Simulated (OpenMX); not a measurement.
# Sn in OpenMX: the effect of volume scale

Sn:

```xyz
2
Lattice="-2.8175 2.8175 1.5326 2.8175 -2.8175 1.5326 2.8175 2.8175 -1.5326" Properties=species:S:1:pos:R:3 pbc="T T T"
Sn    0.0000    0.0000    0.0000
Sn    0.0000    2.8175    0.7663
```

Alike in all runs:

- Program: OpenMX 3.8.5
- Task: single point
- Functional: PBE
- Potentials or basis: OpenMX 2013 PBE set, Sn7.0-s3p2d2, grid cutoff 500 Ry
- k mesh: 7 × 7 × 7
- Occupations: fermi-dirac, width 0.05 eV
- Spin: no spin polarisation

Question: One run gave: pressure 4.3 GPa. Which volume scale did it use?
A. 1.08
B. 1
C. 1.04
D. 0.88
E. 0.92

Answer: E.

```csv
volume scale,pressure (GPa)
0.88,13.7
0.92,4.3
0.96,-3.8
1,-7.8
1.04,-7.7
1.08,-12.4
```

Caveats: the basis of atomic orbitals isn't converged, which shifts pressures, moduli and gaps.
